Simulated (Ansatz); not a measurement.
Zn:

```xyz
1
Lattice="-1.5690 1.5690 1.5690 1.5690 -1.5690 1.5690 1.5690 1.5690 -1.5690" Properties=species:S:1:pos:R:3 pbc="T T T"
Zn    0.0000    0.0000    0.0000
```

This isn't the form of Zn at room conditions, which is hcp.

| Quantity | Value |
| --- | --- |
| Program | Ansatz 0.2.0 |
| Task | relaxation of cell and atoms |
| Functional | PBE |
| Dispersion | D4 |
| Potentials or basis | Ansatz PAW |
| Cutoff | 420 eV (not typed: the program's choice for these potentials) |
| k mesh | 12 × 12 × 12 |
| Occupations | fermi-dirac, width 0.05 eV |
| Spin | no spin polarisation |

At the start: volume 15.45 Å³/atom.

Problem. Where does the relaxation end?

Solution. It ends after 5 steps and the volume is 14.62 Å³/atom (-5.4 %); space group Im-3m (No. 229, to 0.05 Å).

Step by step:
```csv
step,energy change (eV),largest force (eV/Å),volume (Å³)
1,0.0000,0.0000,15.45
2,-0.0087,0.0000,14.89
3,-0.0100,0.0000,14.58
4,-0.0100,0.0000,14.62
5,-0.0095,0.0000,14.62
```

Final structure:
```
CELL_PARAMETERS angstrom
-1.54037 1.54037 1.54037
1.54037 -1.54037 1.54037
1.54037 1.54037 -1.54037
ATOMIC_POSITIONS crystal
Zn 0.00000 0.00000 0.00000
```

Caveat: the plane-wave basis is chosen anew once the cell has moved, so the energies of steps on either side of that aren't comparable; pairwise dispersion overbinds metals, which lowers pressure and volume.
